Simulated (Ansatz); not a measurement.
# B: energy change per atom and pressure as volume scale varies

All results are calculated (Ansatz 0.2.0). Plane-wave DFT, scalar-relativistic PAW made under PBE with cores redone for the functional, no dispersion; the given relaxed cell is scaled uniformly, energy at zero smearing counts from the unscaled cell, pressure at the given Fermi-Dirac smearing is positive in compression.

The cell before it is scaled or strained (space group Im-3m, No. 229):
```
B
1.0
     -1.1594     1.1594     1.1594
      1.1594    -1.1594     1.1594
      1.1594     1.1594    -1.1594
B
1
Direct
  0.00000 0.00000 0.00000
```

Settings of every row: spin polarised no; functional revPBE; wave cutoff 420 eV; smearing width 0.1 eV; k mesh 21x21x21.

Atom starting moment: 0 on all atoms.

Limits: the cell comes from a prototype or a list of computed structures and needn't be the stable phase.

| row | volume scale | V (Å³/atom) | energy change per atom (meV) | pressure (GPa) |
| --- | --- | --- | --- | --- |
| 1 | 0.88 | 5.486 | 75.37 | 36.52 |
| 2 | 0.92 | 5.735 | ? | ? |
| 3 | 0.96 | 5.985 | 6.75 | 9.64 |
| 4 | 1.04 | 6.483 | 6.78 | -7.69 |
| 5 | 1.08 | 6.733 | 23.96 | -13.72 |
| 6 | 1.12 | 6.982 | 49.43 | -18.64 |

Question: what energy change per atom and pressure should row 2 give?

Worked fit of energy change per atom. Take u = (V_r/V)^(2/3) − 1 with V_r = 6.483 Å³ an atom, which is twice the finite (Eulerian) strain; such expansions in the strain, on which the Birch-Murnaghan equation of state is built, carry the rest volume and the bulk modulus. The shown rows have u = 0.11776, 0.05473, 0, -0.02491, -0.04823. Least squares give energy change per atom = 6.289 − 470.995 × u + 8967.44 × u² meV; a straight line predicts inner rows, each left out in turn, worse (root mean square 30 against 1 meV). The rows lie off it by 0.19, -0.62, 0.49, 0.37, -0.43 (root mean square 0.44 meV). The withheld row has u = 0.08516, so the fit gives 6.289 − 470.995 × (0.08516) + 8967.44 × (0.08516)² = 31.21 meV.

The calculation gave 30.61 meV. The fit lies 0.60 meV (2 % of the value, 0.87 % of the column's range) above it; its largest miss of a shown row is 0.62 meV.

Worked fit of pressure. Take u = (V_r/V)^(2/3) − 1 with V_r = 6.483 Å³ an atom, which is twice the finite (Eulerian) strain; such expansions in the strain, on which the Birch-Murnaghan equation of state is built, carry the rest volume and the bulk modulus. The shown rows have u = 0.11776, 0.05473, 0, -0.02491, -0.04823. Least squares give pressure = −7.705 + 268.685 × u + 905.76 × u² GPa; a straight line predicts inner rows, each left out in turn, worse (root mean square 3 against 0.14 GPa). The rows lie off it by 0.02, -0.07, 0.01, 0.12, -0.08 (root mean square 0.072 GPa). The pressure vanishes at u = 0.0263, or V = 6.235 Å³ an atom, and there the bulk modulus at fixed shape and fractions is B = −V dP/dV = (2/3)(1 + u) dP/du = 216 GPa. The withheld row has u = 0.08516, so the fit gives −7.705 + 268.685 × (0.08516) + 905.76 × (0.08516)² = 21.74 GPa.

The calculation gave 21.72 GPa. The fit lies 0.02 GPa (0.036 % of the column's range) above it; its largest miss of a shown row is 0.12 GPa.
